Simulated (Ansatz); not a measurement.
# In (I4/mmm) in Ansatz: a series of runs

Runs on In. Level: PBEsol. Tasks: relaxation of cell and atoms.

All numbers are computed with Ansatz 0.2.0; they aren't measurements. Logs are shortened: lines on timing, memory, paths and dates and some standing lists are left out, and cuts for length are marked.

**1. The crystal as given**

Symmetry: I4/mmm, No. 139, tetragonal system. The conventional cell has a = 3.251 Å, b = 3.251 Å, c = 4.947 Å, α = 90.00°, β = 90.00°, γ = 90.00°. Around In (site symmetry 4/mmm) lie 12 In at 3.25 to 3.38 Å.

**2. Relaxation of cell and atoms, PBEsol**

input.yaml reads:

```yaml
crystal:
  lattice:
    - [-1.62547, 1.62547, 2.4737]
    - [1.62547, -1.62547, 2.4737]
    - [1.62547, 1.62547, -2.4737]
  atoms:
    - { symbol: In, position: [0.0, 0.0, 0.0] }
hamiltonian:
  xc: pbesol
  pseudopotentials: { kind: paw }
kpoints:
  mp_grid: { grid: [11, 11, 11] }
scf:
  occupations: { method: fermi_dirac, width: 0.05 }
output:
  forces: true
  stress: true
  eigenvalues: true
relax:
  f_tol: 0.01
  max_steps: 40
  cell: { stress_tol: 0.05 }
```

Potentials or basis: Ansatz PAW.

Launch:

```console
> ansatz run input.yaml --threads 2 --pin off --max-ram 5632MiB --backend cpu --events-out ev --progress --plain --runs-dir out
```

The program printed:

```text
Warning: RAYON_NUM_THREADS=2 ignored (pool sized by the plan → 2); use --threads N
Engine: ansatz 0.2.0, x86_64-unknown-linux-gnu
Pseudopotentials: kind: paw
Pseudopotential: In, paw, valence charge 13, recommended cutoff 420 eV (normal), In.paw.azcp
Functional definition: PBEsol
  exchange = pbesol_x
  correlation = pbesol_c
Crystal: 1 atoms, lattice volume = 26.144 Å³
Basis set: ecut = 420 eV, 533 PW (Γ), exchange–correlation on 48×48×48 points (8 copies of the dense FFT grid, shifted against one another)
Bands: 11, of which v1, the nominal top of the filled ones, is band 7 counted from 1 (6 counted from 0)
Symmetry: 16 space group operations
Space group: I4/mmm (ITA 139), of the structure as read, at distance tolerance 3.0e-5 Å
k-points: 126 of 1331
Non-local potential: In, projectors of the file, l = 0: 2, l = 1: 2, l = 2: 2, l = 3: 2
PAW form: soft (Blöchl's): semilocal exchange-correlation on the pseudo side does not see the compensation charge
PAW frozen core: In, regenerated for the run's functional, and the local potential with it (the file was generated under x = pbe(κ = 0.804, μ = 0.2195149727645171), c = pbe(β = 0.06672455060314922))
PAW one-centre angular grid: In, 590 points (default); XC on 64 Gauss nodes
Initial density: superposition of atomic densities (neutral atoms: chi_scale 0, normalization atom), corrected by the library's trained network
Initial wavefunctions: pseudopotential atomic-orbital guess
Functional: x = pbesol(κ = 0.804, μ = 0.12345679012345678), c = pbesol(β = 0.046)
SCF iter   1: F=—  HF=-5525.407665 eV  |F-HF|=—  |Δ(HF+E_count)|=         —  Δρ=3.06e-3  dr2=2.36e-3  ethr=1.77e-3  ⟨swp⟩=5.3  Hψ=8286  notcnv=0
preconditioner: auto → none  [metal: Δε(μ)=0.038 eV  Ē_g=19.588 eV  σ=0.050 eV  W_gap=0.19  n_scr=8 (ndim 8)  ℏωp=26.2 eV  f_vac=0.000  D(μ)=0.47/eV (n_scr^D=0)  sad-step TF]
SCF iter   2: F=—  HF=-5525.406017 eV  |F-HF|=—  |Δ(HF+E_count)|=   1.65e-3  Δρ=1.24e-3  dr2=5.01e-4  ethr=1.81e-5  ⟨swp⟩=1.9  Hψ=2878  notcnv=0  defer=1
SCF iter   3: F=—  HF=-5525.405810 eV  |F-HF|=—  |Δ(HF+E_count)|=   2.07e-4  Δρ=3.66e-4  dr2=1.67e-5  ethr=3.85e-6  ⟨swp⟩=2.0  Hψ=2142  notcnv=0  defer=3
SCF iter   4: F=—  HF=-5525.405803 eV  |F-HF|=—  |Δ(HF+E_count)|=   6.41e-6  Δρ=7.87e-5  dr2=1.43e-6  ethr=1.28e-7  ⟨swp⟩=2.0  Hψ=2098  notcnv=0  defer=2
iter 5 did not close the SCF: its close was put off for the readings that it lacked (scf_convergence_deferred on its scf_iter line)
SCF iter   5: F=-5525.405803 eV  HF=-5525.405803 eV  |F-HF|=6.13e-9  |Δ(HF+E_count)|=   6.94e-7  Δρ=5.73e-6  dr2=1.21e-8  ethr=1.10e-8  ⟨swp⟩=2.0  Hψ=2078  notcnv=0  defer=3
SCF iter   6: F=-5525.405803 eV  HF=-5525.405803 eV  |F-HF|=3.64e-12  |Δ(HF+E_count)|=   1.55e-9  Δρ=1.18e-6  dr2=1.86e-10  ethr=9.34e-11  ⟨swp⟩=3.9  Hψ=5957  notcnv=0
SCF 1 converged in 6 iterations: F = -5525.405803 eV  dr2 = 1.86e-10
relax step   1: F+E_penalty+E_count = -5525.40580253 eV  Δ(F+E_penalty+E_count) = +0.000e0 eV  max|allowed force component| = 0.000e0 eV/Å  Δτ_max = 0.0000 Å  P = -0.924 GPa  Ω = 26.144 Å³  (6 SCF iters, dr2 threshold 1.00e-7 eV, accepted)
Crystal: 1 atoms, lattice volume = 25.625 Å³
Basis set: ecut = 420 eV, 517 PW (Γ), exchange–correlation on 48×48×48 points (8 copies of the dense FFT grid, shifted against one another)
Initial density: handed on by an earlier stage of this run
Initial wavefunctions: those handed on with the density
iter 1 solved again at ethr=5.53e-7 eV; its pass at ethr=3.10e-3 eV (dr2=7.19e-5 eV) is discarded
SCF iter   1: F=—  HF=-5525.407906 eV  |F-HF|=—  |Δ(HF+E_count)|=         —  Δρ=4.69e-4  dr2=7.35e-5  ethr=5.53e-7  ⟨swp⟩=3.6  Hψ=12418  notcnv=0
preconditioner: auto → none  [metal: Δε(μ)=0.033 eV  Ē_g=19.768 eV  σ=0.050 eV  W_gap=0.16  n_scr=8 (ndim 8)  ℏωp=26.4 eV  f_vac=0.000  D(μ)=0.47/eV (n_scr^D=0)]
SCF iter   2: F=—  HF=-5525.407880 eV  |F-HF|=—  |Δ(HF+E_count)|=   2.64e-5  Δρ=2.53e-4  dr2=8.20e-6  ethr=5.53e-7  ⟨swp⟩=2.3  Hψ=2235  notcnv=0
SCF iter   3: F=—  HF=-5525.407879 eV  |F-HF|=—  |Δ(HF+E_count)|=   8.93e-7  Δρ=7.54e-5  dr2=9.11e-7  ethr=6.31e-8  ⟨swp⟩=1.0  Hψ=1386  notcnv=0
SCF iter   4: F=-5525.407879 eV  HF=-5525.407879 eV  |F-HF|=3.57e-10  |Δ(HF+E_count)|=   5.93e-8  Δρ=2.97e-6  dr2=1.68e-9  ethr=7.69e-10  ⟨swp⟩=4.9  Hψ=7011  notcnv=0
SCF 2 converged in 4 iterations: F = -5525.407879 eV  dr2 = 1.68e-9
relax step   2: F+E_penalty+E_count = -5525.40787888 eV  Δ(F+E_penalty+E_count) = -2.076e-3 eV  max|allowed force component| = 0.000e0 eV/Å  Δτ_max = 0.0000 Å  P = -0.110 GPa  Ω = 25.625 Å³  energy of the carried Pulay correction = +1.227e-4 eV  (4 SCF iters, dr2 threshold 1.00e-7 eV, accepted)
Crystal: 1 atoms, lattice volume = 25.476 Å³
iter 1 solved again at ethr=8.98e-8 eV; its pass at ethr=3.10e-3 eV (dr2=1.17e-5 eV) is discarded
SCF iter   1: F=—  HF=-5525.408547 eV  |F-HF|=—  |Δ(HF+E_count)|=         —  Δρ=1.95e-4  dr2=1.02e-5  ethr=8.98e-8  ⟨swp⟩=2.9  Hψ=12412  notcnv=0
preconditioner: auto → none  [metal: Δε(μ)=0.038 eV  Ē_g=19.810 eV  σ=0.050 eV  W_gap=0.18  n_scr=8 (ndim 8)  ℏωp=26.5 eV  f_vac=0.000  D(μ)=0.49/eV (n_scr^D=0)]
SCF iter   2: F=—  HF=-5525.408545 eV  |F-HF|=—  |Δ(HF+E_count)|=   2.10e-6  Δρ=1.09e-4  dr2=1.72e-6  ethr=7.88e-8  ⟨swp⟩=2.1  Hψ=2205  notcnv=0
[... 50 lines left out ...]
SCF iter   2: F=—  HF=-5525.409178 eV  |F-HF|=—  |Δ(HF+E_count)|=   2.55e-7  Δρ=1.34e-4  dr2=3.28e-6  ethr=1.13e-7  ⟨swp⟩=1.0  Hψ=1386  notcnv=0
SCF iter   3: F=-5525.409178 eV  HF=-5525.409178 eV  |F-HF|=1.16e-9  |Δ(HF+E_count)|=   4.09e-7  Δρ=6.87e-6  dr2=6.27e-9  ethr=7.06e-10  ⟨swp⟩=4.5  Hψ=6304  notcnv=0
SCF 8 converged in 3 iterations: F = -5525.409178 eV  dr2 = 6.27e-9
relax step   8: F+E_penalty+E_count = -5525.40917802 eV  Δ(F+E_penalty+E_count) = +2.237e-4 eV  max|allowed force component| = 0.000e0 eV/Å  Δτ_max = 0.0000 Å  P = -0.035 GPa  Ω = 25.548 Å³  energy of the carried Pulay correction = +1.402e-4 eV  (3 SCF iters, dr2 threshold 9.18e-8 eV, rejected (line search))
Crystal: 1 atoms, lattice volume = 25.535 Å³
iter 1 solved again at ethr=5.08e-8 eV; its pass at ethr=3.10e-3 eV (dr2=6.61e-6 eV) is discarded
SCF iter   1: F=—  HF=-5525.409479 eV  |F-HF|=—  |Δ(HF+E_count)|=         —  Δρ=1.57e-4  dr2=5.11e-6  ethr=5.08e-8  ⟨swp⟩=3.0  Hψ=12506  notcnv=0
preconditioner: auto → none  [metal: Δε(μ)=0.031 eV  Ē_g=19.798 eV  σ=0.050 eV  W_gap=0.15  n_scr=8 (ndim 8)  ℏωp=26.5 eV  f_vac=0.000  D(μ)=0.55/eV (n_scr^D=0)]
SCF iter   2: F=—  HF=-5525.409478 eV  |F-HF|=—  |Δ(HF+E_count)|=   7.27e-7  Δρ=7.67e-5  dr2=1.12e-6  ethr=3.93e-8  ⟨swp⟩=1.0  Hψ=1386  notcnv=0
SCF iter   3: F=—  HF=-5525.409479 eV  |F-HF|=—  |Δ(HF+E_count)|=   7.06e-7  Δρ=4.27e-6  dr2=2.60e-9  ethr=8.58e-9  ⟨swp⟩=1.0  Hψ=1386  notcnv=0
SCF iter   4: F=—  HF=-5525.409479 eV  |F-HF|=—  |Δ(HF+E_count)|=   3.51e-9  Δρ=1.67e-6  dr2=5.33e-10  ethr=2.00e-11  ⟨swp⟩=2.0  Hψ=2209  notcnv=0
SCF iter   5: F=-5525.409479 eV  HF=-5525.409479 eV  |F-HF|=9.09e-13  |Δ(HF+E_count)|=  2.37e-10  Δρ=1.56e-7  dr2=2.84e-12  ethr=1.00e-12  ⟨swp⟩=4.2  Hψ=5933  notcnv=0
SCF 9 converged in 5 iterations: F = -5525.409479 eV  dr2 = 2.84e-12
relax step   9: F+E_penalty+E_count = -5525.40947863 eV  Δ(F+E_penalty+E_count) = -7.694e-5 eV  max|allowed force component| = 0.000e0 eV/Å  Δτ_max = 0.0000 Å  P = -0.007 GPa  Ω = 25.535 Å³  energy of the carried Pulay correction = +1.429e-4 eV  (5 SCF iters, accepted)
Initial wavefunctions: pseudopotential atomic-orbital guess (no wavefunctions were taken with the density)
iter 1 solved again at ethr=4.82e-8 eV; its pass at ethr=3.10e-3 eV (dr2=6.27e-6 eV) is discarded
SCF iter   1: F=—  HF=-5525.409342 eV  |F-HF|=—  |Δ(HF+E_count)|=         —  Δρ=5.20e-5  dr2=1.17e-7  ethr=4.82e-8  ⟨swp⟩=3.6  Hψ=12335  notcnv=0
SCF iter   2: F=—  HF=-5525.409341 eV  |F-HF|=—  |Δ(HF+E_count)|=   1.04e-6  Δρ=2.41e-5  dr2=2.45e-8  ethr=9.00e-10  ⟨swp⟩=2.1  Hψ=2053  notcnv=0
SCF iter   3: F=—  HF=-5525.409341 eV  |F-HF|=—  |Δ(HF+E_count)|=   2.65e-8  Δρ=4.90e-6  dr2=1.21e-9  ethr=1.89e-10  ⟨swp⟩=2.4  Hψ=1797  notcnv=0
SCF iter   4: F=—  HF=-5525.409341 eV  |F-HF|=—  |Δ(HF+E_count)|=   1.11e-9  Δρ=5.95e-7  dr2=2.82e-11  ethr=9.34e-12  ⟨swp⟩=2.0  Hψ=2168  notcnv=0
SCF iter   5: F=-5525.409341 eV  HF=-5525.409341 eV  |F-HF|=9.09e-13  |Δ(HF+E_count)|=  2.73e-11  Δρ=2.38e-8  dr2=7.08e-14  ethr=1.00e-12  ⟨swp⟩=5.4  Hψ=5077  notcnv=0
SCF 10 converged in 5 iterations: F = -5525.409341 eV  dr2 = 7.08e-14
relax step  10: F+E_penalty+E_count = -5525.40934064 eV  Δ(F+E_penalty+E_count) = +1.380e-4 eV  max|allowed force component| = 0.000e0 eV/Å  Δτ_max = 0.0000 Å  P = -0.008 GPa  Ω = 25.535 Å³  stress off target by 3.70e-2 GPa  SCF on the basis re-selected at this cell (its energy is not comparable with the rows above)  (5 SCF iters)
basis re-selected at this cell: Δ(F+E_penalty+E_count) = +1.380e-4 eV, ΔP = -0.001 GPa vs the last step (what re-selecting the basis moved, of the pressure what is left beyond the Pulay correction that the steps carried, after the strain that the cell walked since its last selection, with what the two solves' SCF thresholds leave and, on support functions, any second-order correction that the steps lacked; it is no measure of the basis error at this ecutwfc). This SCF's stress stands 3.70e-2 GPa from its target on what of the cell is left free (relax.cell.stress_tol is 5.00e-2 GPa) and its largest allowed force component is 0.00e0 eV/Å (relax.f_tol is 1.00e-2 eV/Å): within both
SCF converged after 5 iterations
Free energy (F): -5525.409341 eV
Harris-Foulkes:  -5525.409341 eV  (|F-HF|=9.09e-13)
Internal energy: -5525.404988 eV  (E = F + TS)
E sigma→0 (E₀):  -5525.407164 eV
Entropy (-TS):   -0.004352 eV (-4.352 meV/atom)
Fermi energy:    10.441050 eV
--- Per-component energies (eV) ---
  E_band       = -20.713603
  E_kinetic    = 241.879036
  E_local      = -1061.009128  (includes V_loc(G=0)·N_el)
  E_nonlocal   = 367.391949
  E_hartree    = 415.135766
  E_xc         = -214.241730
  E_vxc        = -100.667726  (∫ρ·V_xc dr)
  E_paw        = -4081.391235  (= ΣΔE_a)
  E_vpaw       = -298.579294  (= ΣTr[D̂ρ^β])
  E_aug_tail   = 0.000025  (compensation charges beyond the density's cutoff)
  E_ewald      = -1193.405574
  E_core_change = 0.235902  (= ΣΔE_core)
  E_smearing   = -0.004352  (= −TS)
  E_closure    = 0.000000  (closes the sum)
  Σ components = -5525.409341   (vs F -5525.409341, Δ=0.00e0)
--- Forces (eV/Å), atoms counted from 1 ---
  atom   1  In    -0.00000000    -0.00000000    -0.00000000
  max |Σ_I F_I| component: 8.63e-32 eV/Å
--- Stress (GPa, compression-positive) ---
        0.006530      -0.000000      -0.000000
       -0.000000       0.006530       0.000000
       -0.000000       0.000000      -0.036954
  P = ⅓ Tr σ = -0.0080 GPa (-0.080 kbar)
--- Band table (eV; the first three rows and the last of 126) ---
  k-point 0: bands = ["-4.1904", "-4.1308", "-4.1308", "-3.9961", "-3.9359", "0.6989", "21.1743", "21.1743", "21.2792", "22.0096", "24.5889"]
  k-point 1: bands = ["-4.1567", "-4.1507", "-4.1051", "-3.9926", "-3.9465", "0.9516", "19.8177", "19.9232", "20.3463", "21.1132", "25.4802"]
  k-point 2: bands = ["-4.2038", "-4.0641", "-4.0352", "-4.0342", "-3.9303", "1.7176", "17.8277", "17.9593", "18.7410", "19.8877", "21.7186"]
  k-point 125: bands = ["-4.3790", "-4.2720", "-3.8191", "-3.7855", "-3.7688", "7.9770", "8.0159", "13.5720", "15.0352", "18.4890", "19.9329"]
--- Relaxed structure (9 steps of the walk, 6 accepted, 1 SCFs on fresh bases) ---
  F+E_penalty+E_count = -5525.40934064 eV   max|allowed force component| = 0.000e0 eV/Å   (the final SCF, on the basis selected at the relaxed cell)
  cell:  # Å, volume = 25.5352 Å³
    - [-1.6307793215193516, 1.6307793215193516, 2.4004324196536424]
    - [1.6307793215193516, -1.6307793215193516, 2.4004324196536424]
    - [1.6307793215193516, 1.6307793215193516, -2.4004324196536424]
  atoms:
    - { symbol: In, position: [0.0, 0.0, 0.0] }
```

Run time: 6.3 s. Hardware: 2 threads of Intel Xeon 6975P-C (Granite Rapids), shared host; peak memory 0.39 GiB.

Results:

* Free energy: -5525.4093 eV
* Relaxed volume: 25.54 Å³/atom
* Relaxed cell: a = 3.329 Å, b = 3.329 Å, c = 3.329 Å, α = 121.33°, β = 121.33°, γ = 87.71°
* Space group after relaxing (to 0.05 Å): I4/mmm (No. 139)
* Energy gained by relaxing: 3.5 meV/atom
* Ionic steps: 7
* Pressure after relaxing: 0.0 GPa
* Band gap on the k mesh: none (metal or under the smearing width)

The path:
| step | energy change (eV) | largest force (eV/Å) | volume (Å³) |
| --- | --- | --- | --- |
| 1 | 0.0000 | 0.0000 | 26.14 |
| 2 | -0.0021 | 0.0000 | 25.62 |
| 3 | -0.0027 | 0.0000 | 25.48 |
| 4 | -0.0033 | 0.0000 | 25.44 |
| 5 | -0.0036 | 0.0000 | 25.51 |
| 6 | -0.0037 | 0.0000 | 25.54 |
| 7 | -0.0035 | 0.0000 | 25.54 |

Final structure:
```
CELL_PARAMETERS angstrom
-1.63078 1.63078 2.40043
1.63078 -1.63078 2.40043
1.63078 1.63078 -2.40043
ATOMIC_POSITIONS crystal
In 0.00000 0.00000 0.00000
```

Levels at points of the mesh, in eV from the Fermi level:
```csv
k point,band 3,band 4,band 5,band 6,band 7,band 8,band 9,band 10
"(0.00, 0.00, 0.00)",-14.57,-14.44,-14.38,-9.74,10.73,10.73,10.84,11.57
```

Caveat: the plane-wave basis is chosen anew once the cell has moved, so the energies of steps on either side of that aren't comparable; the PAW data sets come from PBE, with cores solved anew for the run's functional, which leaves a small shift of forces and pressure.

**3. Relaxation of cell and atoms, PBEsol, target pressure 2 GPa, at which the enthalpy is minimised**

input.yaml: that of step 2 with these lines changed.

```diff
@@ -21,2 +21,2 @@
   max_steps: 40
-  cell: { stress_tol: 0.05 }
+  cell: { stress_tol: 0.05, p_target: 2.0 }
```

Potentials or basis: Ansatz PAW.

Launch:

```console
> ansatz run input.yaml --threads 2 --pin off --max-ram 5632MiB --backend cpu --events-out ev --progress --plain --runs-dir out
```

Wall time 9.5 s (2 threads of Intel Xeon 6975P-C (Granite Rapids), shared host); peak memory 0.41 GiB.

The run converged. Its results:

```
Free energy                                            : -5525.4038 eV
Relaxed volume                                         : 24.47 Å³/atom
Relaxed cell                                           : a = 3.220 Å, b = 3.220 Å, c = 3.220 Å, α = 117.32°, β = 117.32°, γ = 94.72°
Space group after relaxing (to 0.05 Å)                 : I4/mmm (No. 139)
Energy change on relaxing (the enthalpy is what falls) : +2.0 meV/atom
Ionic steps                                            : 12
Pressure after relaxing                                : 2.0 GPa
Band gap on the k mesh                                 : none (metal or under the smearing width)
```

Step by step:
| step | energy change (eV) | largest force (eV/Å) | volume (Å³) |
| --- | --- | --- | --- |
| 1 | 0.0000 | 0.0000 | 26.14 |
| 2 | 0.0041 | 0.0000 | 24.52 |
| 3 | 0.0033 | 0.0000 | 24.51 |
| 4 | 0.0040 | 0.0000 | 24.44 |
| 5 | 0.0024 | 0.0000 | 24.56 |
| 6 | 0.0014 | 0.0000 | 24.63 |
| 7 | 0.0020 | 0.0000 | 24.57 |
| 8 | 0.0032 | 0.0000 | 24.47 |
| 9 | 0.0033 | 0.0000 | 24.42 |
| 10 | 0.0020 | 0.0000 | 24.46 |
| 11 | 0.0018 | 0.0000 | 24.47 |
| 12 | 0.0020 | 0.0000 | 24.47 |

Final structure:
```
In
1.0
    -1.67465    1.67465    2.18094
     1.67465   -1.67465    2.18094
     1.67465    1.67465   -2.18094
In
1
Direct
  0.00000 0.00000 0.00000
```

Levels at points of the mesh, in eV from the Fermi level:
```
           k point  band 2  band 3  band 4  band 5  band 6  band 7  band 8  band 9  band 10  band 11
(0.00, 0.00, 0.00)  -14.67  -14.54  -14.48  -14.36  -10.03   11.08   11.29   11.29    11.74    14.61
```

Caveat: the plane-wave basis is chosen anew once the cell has moved, so the energies of steps on either side of that aren't comparable; the PAW data sets come from PBE, with cores solved anew for the run's functional, which leaves a small shift of forces and pressure.

**4. Relaxation of cell and atoms, PBEsol, target pressure 5 GPa, at which the enthalpy is minimised**

input.yaml: that of step 3 with these lines changed.

```diff
@@ -18,2 +18,6 @@
   eigenvalues: true
+  write_density: true
+  write_potential: true
+  elf: true
+  volumetric_format: npy
 relax:
@@ -21,2 +25,2 @@
   max_steps: 40
-  cell: { stress_tol: 0.05, p_target: 2.0 }
+  cell: { stress_tol: 0.05, p_target: 5.0 }
```

Launch:

```console
> ansatz run input.yaml --threads 2 --pin off --max-ram 5632MiB --backend cpu --events-out ev --progress --plain --runs-dir out
```

Wall time 4 s (2 threads of Intel Xeon 6975P-C (Granite Rapids), shared host); peak memory 0.41 GiB.

It converged, with:

| Item | Value |
| --- | --- |
| Free energy | -5525.3788 eV |
| Relaxed volume | 23.39 Å³/atom |
| Relaxed cell | a = 3.235 Å, b = 3.235 Å, c = 3.235 Å, α = 121.44°, β = 121.44°, γ = 87.53° |
| Space group after relaxing (to 0.05 Å) | I4/mmm (No. 139) |
| Energy change on relaxing (the enthalpy is what falls) | +27.0 meV/atom |
| Ionic steps | 6 |
| Pressure after relaxing | 5.0 GPa |
| Band gap on the k mesh | none (metal or under the smearing width) |

Step by step:
| step | energy change (eV) | largest force (eV/Å) | volume (Å³) |
| --- | --- | --- | --- |
| 1 | 0.0000 | 0.0000 | 26.14 |
| 2 | 0.0448 | 0.0000 | 22.93 |
| 3 | 0.0246 | 0.0000 | 23.47 |
| 4 | 0.0240 | 0.0000 | 23.47 |
| 5 | 0.0263 | 0.0000 | 23.39 |
| 6 | 0.0270 | 0.0000 | 23.39 |

Final structure:
```
In
1.0
    -1.58210    1.58210    2.33594
     1.58210   -1.58210    2.33594
     1.58210    1.58210   -2.33594
In
1
Direct
  0.00000 0.00000 0.00000
```

Levels at points of the mesh, in eV from the Fermi level:
```csv
k point,band 4,band 5,band 6,band 7,band 8,band 9
"(0.00, 0.00, 0.00)",-14.54,-14.46,-10.42,11.51,11.51,11.63
```

Caveat: the plane-wave basis is chosen anew once the cell has moved, so the energies of steps on either side of that aren't comparable; the PAW data sets come from PBE, with cores solved anew for the run's functional, which leaves a small shift of forces and pressure.

**5. Overview**

| cell | target pressure (GPa) | gap on the mesh (eV) | pressure (GPa) |
| --- | --- | --- | --- |
| relaxed | 0 | none | 0.0 |
| relaxed to 2 GPa | 2 | none | 2.0 |
| relaxed to 5 GPa | 5 | none | 5.0 |

Alike in all rows: task relaxation of cell and atoms; level PBEsol; potentials or basis Ansatz PAW; no spin polarisation; k mesh 11 × 11 × 11; cutoff (eV) 420; smearing fermi-dirac 0.05 eV.

Caveats: the plane-wave basis is chosen anew once the cell has moved, so the energies of steps on either side of that aren't comparable; the PAW data sets come from PBE, with cores solved anew for the run's functional, which leaves a small shift of forces and pressure.

Absolute energies hang on the potentials; compare differences alone.
